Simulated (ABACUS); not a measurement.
Here is an ABACUS 3.10.1 calculation.

Contents of INPUT:

```
INPUT_PARAMETERS
suffix              Rh
calculation         cell-relax
basis_type          lcao
pseudo_dir          ./
orbital_dir         ./
symmetry            1
dft_functional      pbesol
ecutwfc             100
pseudo_rcut         10
nspin               1
nbands              13
ks_solver           genelpa
smearing_method     fd
smearing_sigma      0.00367493
scf_thr             1e-07
scf_nmax            100
mixing_type         broyden
mixing_beta         0.7
cal_force           1
cal_stress          1
out_mul             1
relax_nmax          60
force_thr_ev        0.01
relax_method        cg
out_stru            1
stress_thr          1
```

The input STRU:

```
ATOMIC_SPECIES
Rh 102.9055 Rh_ONCV_PBE-1.2.upf

NUMERICAL_ORBITAL
Rh_confined-atom_7au_3s2p2d1f.orb

LATTICE_CONSTANT
1.8897261246

LATTICE_VECTORS
0.0000000000 1.8978500000 1.8978500000
1.8978500000 0.0000000000 1.8978500000
1.8978500000 1.8978500000 0.0000000000

ATOMIC_POSITIONS
Direct

Rh
0.0
1
0.0000000000 0.0000000000 0.0000000000 1 1 1
```

The input KPT:

```
K_POINTS
0
Gamma
11 11 11 0 0 0
```

Potentials or basis: SG15 ONCV 1.2 PBE, DZP LCAO (the cutoffs set its grid).

The run is started by

```bash
$ OMP_NUM_THREADS=1 mpirun -np 4 abacus > log
```

**Question.** What does it give for the space group after relaxing (to 0.05 Å)?

**Answer.** Fm-3m (No. 225).

**Question.** What does it give for the relaxed volume?

**Answer.** 13.60 Å³/atom.

**Question.** Predict the relaxed cell.

**Answer.** a = 2.679 Å, b = 2.679 Å, c = 2.679 Å, α = 60.00°, β = 60.00°, γ = 60.00°.

Final structure:
```
CELL_PARAMETERS angstrom
0.00000 1.89431 1.89431
1.89431 0.00000 1.89431
1.89431 1.89431 0.00000
ATOMIC_POSITIONS crystal
Rh 0.00000 0.00000 0.00000
```

Caveat: the atomic orbitals were generated for these runs and aren't a published set; the potentials were made for another functional, which shifts forces and pressure; the basis of atomic orbitals isn't converged, which shifts pressures, moduli and gaps.
